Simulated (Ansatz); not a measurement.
PdIn and the effect of the functional

The cell as given:

It takes space group Fm-3m (No. 225, cubic). The conventional cell has a = 5.492 Å, b = 5.492 Å, c = 5.492 Å, α = 90.00°, β = 90.00°, γ = 90.00°. In (site symmetry m-3m) has 6 Pd at 2.75 Å as nearest neighbours. Around Pd (site symmetry m-3m) lie 6 In at 2.75 Å.

The cell comes from a database or a generator and needn't be the stable form of this composition.

Kept alike: task relaxation of cell and atoms; k mesh 8 × 8 × 8; occupations fermi-dirac, width 0.05 eV; no spin polarisation. Program: Ansatz, Ansatz PAW. Cutoffs run from 420 to 500 eV. The mesh is that of the run's cell of 2 atoms. No spin-orbit coupling.

| run | volume (Å³/atom) |
| --- | --- |
| A | 20.746 |
| B | 20.046 |
| C | 19.586 |
| D | 18.934 |
| E | 21.269 |
| F | 21.484 |
| G | 22.288 |

The relaxations keep at least the cell's symmetry (Fm-3m). For a metal such a mesh leaves the last digits unconverged. Relaxations stop with a little pressure left, so the last digits of a volume or edge aren't settled. Ansatz's relaxations hold a Pulay term in the stress (up to 0.1 GPa here). All rows use potentials made for PBE.

Problem. The runs differ in the functional (and the cutoff that goes with it) alone: BLYP; LDA; PBE; PBEsol; RPBE; r2SCAN; revPBE. Which run is which?

Solution. Run A is PBE; run B is r2SCAN; run C is PBEsol; run D is LDA; run E is revPBE; run F is RPBE; run G is BLYP. The volume runs from 18.934 (LDA) to 22.288 Å³/atom (BLYP). From PBE: BLYP +1.542; LDA -1.812; PBEsol -1.160; RPBE +0.738; r2SCAN -0.700; revPBE +0.523.
